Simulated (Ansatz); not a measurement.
System: fluorite SrF₂. Method: PBE0 (Ansatz, a program for electronic structure, PAW).

The run printed, among other lines:

```
WARN output.stress: scf.exx.energy_threshold = 1e-6 eV is looser than the 3e-8 eV advised for a stress under a hybrid functional (1e-8 eV for each atom of the …
Crystal: 3 atoms, lattice volume = 48.768 Å³
Basis set: ecut = 460 eV, 1067 PW (Γ), exchange–correlation on 60×60×60 points (8 copies of the dense FFT grid, shifted against one another)
Bands: 16, of which v1, the nominal top of the filled ones, is band 12 counted from 1 (11 counted from 0)
Symmetry: 48 space group operations
Space group: Fm-3m (ITA 225), of the structure as read, at distance tolerance 3.7e-5 Å
k-points: 29 of 512
Functional: x = pbe(κ = 0.804, μ = 0.2195149727645171), c = pbe(β = 0.06672455060314922), warm-up for x = 0.75 pbe(κ = 0.804, μ = 0.2195149727645171) + 0.25 exact, c = pbe(β = 0.06672455060314922)
SCF iter   1: F=—  HF=-5167.201805 eV  |F-HF|=—  |Δ(HF+E_count)|=         —  Δρ=1.25e-3  dr2=3.49e-4
SCF iter   2: F=-5167.202038 eV  HF=-5167.201983 eV  |F-HF|=5.51e-5  |Δ(HF+E_count)|=   1.77e-4  Δρ=5.27e-4  dr2=5.04e-5
Crystal: 3 atoms, lattice volume = 48.768 Å³
Initial density: handed on by an earlier stage of this run
Functional: x = 0.75 pbe(κ = 0.804, μ = 0.2195149727645171) + 0.25 exact, c = pbe(β = 0.06672455060314922)
  ...
Crystal: 3 atoms, lattice volume = 48.768 Å³
SCF iter   3: F=—  HF=-5169.559917 eV  |F-HF|=—  |Δ(HF+E_count)|=   1.58e-7  Δρ=5.90e-6  dr2=1.34e-8
SCF iter   4: F=-5169.559917 eV  HF=-5169.559917 eV  |F-HF|=8.64e-11  |Δ(HF+E_count)|=   4.73e-9  Δρ=8.42e-7  dr2=2.18e-10
SCF 3 converged in 4 iterations: F = -5169.559917 eV  dr2 = 2.18e-10
Free energy (F): -5169.559918 eV
Internal energy: -5169.559918 eV  (E = F + TS)
E sigma→0 (E₀):  -5169.559918 eV
Fermi energy:    5.961963 eV
--- Forces (eV/Å), atoms counted from 1 ---
  atom   1  Sr     0.00000000     0.00000000    -0.00000000
  atom   2  F     -0.00000000     0.00000000    -0.00000000
  atom   3  F      0.00000000    -0.00000000    -0.00000000
--- Stress (GPa, compression-positive) ---
        0.280403       0.000000      -0.000000
        0.000000       0.280403      -0.000000
        0.000000      -0.000000       0.280403
  P = ⅓ Tr σ = 0.2804 GPa (2.804 kbar)
```

Q: Write an input file that could have produced this run (the log leaves some choices open).

A: One answer among several that fit: 
Ansatz 0.2 input:
```yaml
crystal:
  lattice:
    - [-2.8998, -2.8998, 0.0]
    - [-2.8998, 0.0, -2.8998]
    - [0.0, -2.8998, -2.8998]
  atoms:
    - { symbol: Sr, position: [0.0, 0.0, 0.0] }
    - { symbol: F, position: [0.25, 0.25, 0.25] }
    - { symbol: F, position: [0.75, 0.75, 0.75] }
basis:
  ecutwfc: 460
  ecutrho_ratio: 4
  xc_grid: 2
kpoints:
  mp_grid: { grid: [8, 8, 8] }
hamiltonian:
  xc: pbe0
  dispersion: none
  pseudopotentials: { kind: paw }
scf:
  occupations: { method: fermi_dirac, width: 0.01 }
  convergence: { dr2_threshold: 0.0000000003 }
output:
  forces: true
  stress: true
  eigenvalues: true
```

The PAW data were made under PBE.

Note: cell and atoms aren't relaxed at this level (pressure 0.3 GPa).

The result took roughly 2.0 core-minutes.
